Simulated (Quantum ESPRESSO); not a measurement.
# MnO: single point with PBE+U

MnO:

```xyz
2
Lattice="0.0000 2.2220 2.2220 2.2220 0.0000 2.2220 2.2220 2.2220 0.0000" Properties=species:S:1:pos:R:3 pbc="T T T"
Mn    0.0000    0.0000    0.0000
O     2.2220    2.2220    2.2220
```

```yaml
Program: Quantum ESPRESSO 7.5
Task: single point
Functional: PBE
Potentials_or_basis: GBRV 1.5 PBE
Cutoff: 612 eV
Density_cutoff: 4898 eV
k_mesh: 6 × 6 × 6
Occupations: gaussian, width 0.05 eV
Spin: collinear spin, ferromagnetic start
Starting_moments: "[5.0, 0.0] μB"
Hubbard_terms: Mn d U = 4 eV
```

The band gap on the k mesh is 0.16 eV, indirect (least direct gap 2.63 eV), the net moment is 5.00 μB per cell and the absolute moment is 5.00 μB per cell. The site moments are Mn +4.29; O +0.18 μB and the valence electrons inside the program's atomic spheres are Mn 12.58; O 5.98.

Levels at points of the mesh, in eV from the valence-band top:
Spin up:
| k point | band 9 | band 10 | band 11 | band 12 | band 13 | band 14 | band 15 | band 16 | band 17 | band 18 |
| --- | --- | --- | --- | --- | --- | --- | --- | --- | --- | --- |
| (0.00, 0.00, 0.00) | -4.22 | -4.22 | -2.79 | -2.79 | -2.79 | 0.16 | 14.51 | 16.80 | 16.80 | 16.80 |
| (0.00, 0.00, -0.50) | -3.85 | -3.85 | -2.81 | 0.00 | 0.00 | 4.09 | 8.50 | 12.42 | 12.42 | 18.93 |
| (0.00, -0.50, 0.00) | -3.85 | -3.85 | -2.81 | 0.00 | 0.00 | 4.09 | 8.50 | 12.42 | 12.42 | 18.93 |
| (0.00, -0.50, -0.50) | -3.88 | -3.80 | -3.61 | -3.61 | -3.23 | 5.57 | 8.60 | 10.90 | 14.30 | 14.30 |
| (-0.50, 0.00, 0.00) | -3.85 | -3.85 | -2.81 | 0.00 | 0.00 | 4.09 | 8.50 | 12.42 | 12.42 | 18.93 |
| (-0.50, 0.00, -0.50) | -3.88 | -3.80 | -3.61 | -3.61 | -3.23 | 5.57 | 8.60 | 10.90 | 14.30 | 14.30 |
| (-0.50, -0.50, 0.00) | -3.88 | -3.80 | -3.61 | -3.61 | -3.23 | 5.57 | 8.60 | 10.90 | 14.30 | 14.30 |
| (-0.50, -0.50, -0.50) | -3.85 | -3.85 | -2.81 | 0.00 | 0.00 | 4.09 | 8.50 | 12.42 | 12.42 | 18.93 |
Spin down:
```
              k point  band 5  band 6  band 7  band 8  band 9  band 10  band 11  band 12
   (0.00, 0.00, 0.00)  -18.93   -2.47   -2.47   -2.47    1.58     3.34     3.34     3.34
  (0.00, 0.00, -0.50)  -17.95   -6.42   -3.67   -3.67    4.36     4.59     4.59     5.26
  (0.00, -0.50, 0.00)  -17.95   -6.42   -3.67   -3.67    4.36     4.59     4.59     5.26
 (0.00, -0.50, -0.50)  -17.87   -5.62   -3.48   -3.48    1.66     4.37     4.44     5.06
  (-0.50, 0.00, 0.00)  -17.95   -6.42   -3.67   -3.67    4.36     4.59     4.59     5.26
 (-0.50, 0.00, -0.50)  -17.87   -5.62   -3.48   -3.48    1.66     4.37     4.44     5.06
 (-0.50, -0.50, 0.00)  -17.87   -5.62   -3.48   -3.48    1.66     4.37     4.44     5.06
(-0.50, -0.50, -0.50)  -17.95   -6.42   -3.67   -3.67    4.36     4.59     4.59     5.26
```

Eigenvalues of the final occupation matrices:
```
   site  spin  trace               eigenvalues
Mn 1 3d     1   4.97  0.99 0.99 1.00 1.00 1.00
Mn 1 3d     2   0.25  0.03 0.03 0.03 0.09 0.09
```

It took 33 s on 2 MPI ranks on Arm Neoverse V1, with other jobs on the host, peak memory 0.24 GiB a rank.

Caveat: a cell with one magnetic atom can't hold antiferromagnetic order, which such compounds often take. The state reached can hang on the start; a lower one may exist.
